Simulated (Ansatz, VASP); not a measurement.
# Al24Mo7S14O36 (MoS2 on Al2O3(0001)) in two plane-wave programs

One calculation is typed for both programs; each brings its own data sets. How far apart do they land? The cell is taken from a series of runs on this material, whose earlier steps may have relaxed, scaled, displaced or heated it; both programs get it as it stands.

Program: Ansatz 0.2.0. Level of theory: plane waves, with VASP 6.6.1 beside it; single point at PBE with D3(BJ). Results are calculated unless marked as measured.

### 1. The structure

The cell holds 81 atoms: 24 Al, 36 O, 7 Mo and 14 S. Its edges and angles: a = 8.413 Å, b = 8.413 Å, c = 29.332 Å, α = 90.0°, β = 90.0°, γ = 60.0°. 1 layer(s) of MoS2 at its own lattice constant on a slab of Al2O3(0001) strained in the plane by up to 1.0 % to a common cell of 61 A^2; gaps of 2.95 A as starting values, lowest layers held; (so at first; earlier steps may have moved the atoms), displaced by a Gaussian of 0.01 A. The outermost Al of the bottom face are to be left free in later relaxations; the layers above them are held. Lattice constants are starting values near those of PBE. Vacuum lies along c.

### 2. VASP: single point, PBE with D3(BJ)

With cell and atoms fixed, the geometry can't cause a difference; cores, projectors, grids and the points listed under the comparison can.

Lines of VASP's logs that name or quote its potential files are left out, and so is its time.

INCAR reads:

```
SYSTEM = Al24Mo7S14O36
PREC = Accurate
ENCUT = 520
EDIFF = 1E-06
NELM = 120
ISMEAR = -1
SIGMA = 0.025
LREAL = Auto
ALGO = Normal
GGA = PE
IVDW = 12
NBANDS = 296
LASPH = .TRUE.
LORBIT = 11
LWAVE = .FALSE.
LCHARG = .FALSE.
ISIF = 2
GGA_COMPAT = .FALSE.
EFERMI = MIDGAP
KPAR = 4
```

POSCAR reads:

```
Al24Mo7S14O36
1.0
    8.4134900000      0.0000000000      0.0000000000
    4.2067400000      7.2863000000      0.0000000000
    0.0000000000      0.0000000000     29.3316100000
Al O Mo S
24 36 7 14
Direct
    0.3315800000      0.0021900000      0.2813200000
    0.3332100000      0.6661400000      0.3137600000
    0.6658200000      0.6674600000      0.3236800000
    0.3337500000      0.9997300000      0.3878400000
    0.3333200000      0.6667000000      0.4027000000
    0.6668100000      0.6672100000      0.4662400000
    0.3365300000      0.0005100000      0.4763100000
    0.3289100000      0.6738500000      0.5123700000
    0.9985700000      0.6668700000      0.2818200000
    0.9995900000      0.3345400000      0.3134800000
    0.3337800000      0.3343200000      0.3240300000
    0.9992500000      0.6675200000      0.3878800000
    0.0010700000      0.3333300000      0.4024800000
    0.3336200000      0.3338600000      0.4662400000
    0.0001800000      0.6643200000      0.4762700000
    0.9982500000      0.3294000000      0.5119300000
    0.6695800000      0.3317500000      0.2821000000
    0.6648300000      0.0007600000      0.3136400000
    0.0010700000      0.9993000000      0.3239800000
    0.6675400000      0.3339000000      0.3879600000
    0.6662600000      0.0015200000      0.4026200000
    0.0002000000      0.0004300000      0.4659800000
    0.6639300000      0.3366400000      0.4763800000
    0.6734600000      0.9983200000      0.5126900000
    0.5627300000      0.8719900000      0.2837500000
    0.5672000000      0.5635600000      0.2846400000
    0.2028300000      0.8999400000      0.2838300000
    0.4379400000      0.4609200000      0.3577600000
    0.4346700000      0.7715700000      0.3575200000
    0.1273600000      0.7686100000      0.3577600000
    0.2310000000      0.2060800000      0.4325300000
    0.2313200000      0.8949400000      0.4327200000
    0.5406900000      0.8968700000      0.4322700000
    0.4390600000      0.1213500000      0.5050800000
    0.4405400000      0.4392800000      0.5050800000
    0.4565900000      0.7799300000      0.5057500000
    0.2305800000      0.5381400000      0.2845100000
    0.2315700000      0.2333500000      0.2852800000
    0.8701300000      0.5626200000      0.2843600000
    0.1054100000      0.1271200000      0.3579500000
    0.1012900000      0.4389300000      0.3578200000
    0.7942200000      0.4349800000      0.3577300000
    0.8948100000      0.8746500000      0.4325100000
    0.8965600000      0.5635300000      0.4323600000
    0.2057200000      0.5643200000      0.4324700000
    0.0948700000      0.7897000000      0.5055500000
    0.1163600000      0.0952000000      0.5056100000
    0.1212500000      0.4410200000      0.5050200000
    0.9015500000      0.2015800000      0.2849500000
    0.8996400000      0.8984000000      0.2841200000
    0.5386200000      0.2310200000      0.2843300000
    0.7711600000      0.7941800000      0.3572300000
    0.7683400000      0.1050700000      0.3577500000
    0.4611700000      0.1019000000      0.3577900000
    0.5632400000      0.5409100000      0.4323700000
    0.5639600000      0.2313700000      0.4324800000
    0.8747400000      0.2314000000      0.4327600000
    0.7643600000      0.4569100000      0.5057600000
    0.7795900000      0.7647500000      0.5057000000
    0.7893100000      0.1163600000      0.5055900000
    0.8555300000      0.7129100000      0.6566900000
    0.4289600000      0.8554800000      0.6567100000
    0.7129500000      0.4288600000      0.6567100000
    0.2854400000      0.5695200000      0.6567700000
    0.5694200000      0.1424100000      0.6567900000
    0.1423000000      0.2854500000      0.6567900000
    0.9991100000      0.9991300000      0.6545300000
    0.6658600000      0.6657600000      0.7101500000
    0.6658200000      0.6657400000      0.6033900000
    0.2344700000      0.8107100000      0.7088800000
    0.2429200000      0.8040200000      0.6028100000
    0.5231600000      0.3800200000      0.7100700000
    0.5240600000      0.3791500000      0.6039600000
    0.0941100000      0.5232400000      0.7100600000
    0.0940800000      0.5240400000      0.6039500000
    0.3799400000      0.0941500000      0.7100800000
    0.3791100000      0.0940700000      0.6039500000
    0.9521500000      0.2344200000      0.7089000000
    0.9504600000      0.2427300000      0.6028200000
    0.8107200000      0.9521200000      0.7088700000
    0.8039200000      0.9506200000      0.6028000000
```

KPOINTS reads:

```
Automatic mesh
0
Gamma
3 3 1
0 0 0
```

The projector-augmented-wave data sets are Al, O, Mo_sv and S (PBE family, release 64).

The run is started by

```
$ mpirun -np 8 vasp_std
```

Numbers of over 12 decimals in the logs are rounded to 6 here.

Log:

```text
[banner, memory and clock lines left out]
running    8 mpi-ranks, on    1 nodes
[...]
|                                                                             |
|           W    W    AA    RRRRR   N    N  II  N    N   GGGG   !!!           |
|           W    W   A  A   R    R  NN   N  II  NN   N  G    G  !!!           |
|           W    W  A    A  R    R  N N  N  II  N N  N  G       !!!           |
|           W WW W  AAAAAA  RRRRR   N  N N  II  N  N N  G  GGG   !            |
|           WW  WW  A    A  R   R   N   NN  II  N   NN  G    G                |
|           W    W  A    A  R    R  N    N  II  N    N   GGGG   !!!           |
|                                                                             |
|     For optimal performance we recommend to set                             |
|       NCORE = 2 up to number-of-cores-per-socket                            |
|     NCORE specifies how many cores store one orbital (NPAR=cpu/NCORE).      |
|     This setting can greatly improve the performance of VASP for DFT.       |
|     The default, NCORE=1 might be grossly inefficient on modern             |
|     multi-core architectures or massively parallel machines. Do your        |
|     Unfortunately you need to use the default for GW and RPA                |
|     calculations (for HF NCORE is supported but not extensively tested      |
|     yet).                                                                   |
|                                                                             |

 LDA part: xc-table for (Slater+PW92), standard interpolation
 POSCAR, INCAR and KPOINTS ok, starting setup
[...]
entering main loop
       N       E                     dE             d eps       ncg     rms          rms(c)
DAV:   1     0.403097534083E+04    0.40310E+04   -0.23498E+05  3240   0.139E+03
DAV:   2    -0.206838141357E+03   -0.42378E+04   -0.41242E+04  3736   0.344E+02
DAV:   3    -0.647136454088E+03   -0.44030E+03   -0.43626E+03  3504   0.113E+02
DAV:   4    -0.660179297946E+03   -0.13043E+02   -0.12974E+02  3584   0.205E+01
[...]
DAV:  33    -0.589864569729E+03   -0.20212E-05   -0.36875E-08  1840   0.418E-04    0.260E-04
DAV:  34    -0.589864570858E+03   -0.11297E-05   -0.26997E-08  1856   0.403E-04    0.225E-04
DAV:  35    -0.589864571164E+03   -0.30549E-06    0.49737E-09  1952   0.228E-04
   1 F= -.60926554E+03 E0= -.60926554E+03  d E =-.203211E-12
```

OUTCAR, selected parts (step 2):

```text
  FREE ENERGIE OF THE ION-ELECTRON SYSTEM (eV)
  ---------------------------------------------------
  free  energy   TOTEN  =      -609.2655399435 eV

  energy  without entropy=     -609.2655399435  energy(sigma->0) =     -609.26553994
```

[end of part 1 of 2]

[Lines on the potential files, build, host, timing and source positions are cut from VASP's logs without a mark.]

[Logs are printed without paths, hosts, clocks, repeated set-up lines and the standing remarks that a program may print on its own settings, such as how far it seeks lower states.]

[Hosts, paths, dates, database ids (printed as entryN), source tags and the programs' standing remarks are cut or masked in the printed files.]
